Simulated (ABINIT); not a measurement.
# AlN: equation of state with PBE

The system is AlN.

```
Al N
1.0
     0.00000    2.18399    2.18399
     2.18399    0.00000    2.18399
     2.18399    2.18399    0.00000
Al N
1 1
Direct
  0.00000 0.00000 0.00000
  0.25000 0.25000 0.25000
```

Measurements of this composition are mostly on another form, of space group No. 186.

* Program: ABINIT 10.8.3 (patched build)
* Task: equation of state
* Functional: PBE
* Potentials or basis: PseudoDojo NC SR PBE v0.4.1 standard
* Cutoff: 1143 eV
* k mesh: 10 × 10 × 10
* Occupations: fermi-dirac, width 0.05 eV
* Spin: no spin polarisation

| Property | Result |
| --- | --- |
| Equilibrium volume | 10.65 Å³/atom |
| Bulk modulus | 193 GPa |
| Pressure derivative of the bulk modulus | 3.9 |

Energy against volume, from the lowest point:
```csv
volume (Å³/atom),energy (meV/atom)
9.792,47.96
10.001,26.59
10.209,11.88
10.417,3.20
10.626,0.00
10.834,1.77
11.042,8.06
```

It took 110 s on 1 thread of Arm Neoverse V1, with other jobs on the host, peak memory 0.11 GiB.

Caveat: pressures at fixed basis lie under the slope of the energies.
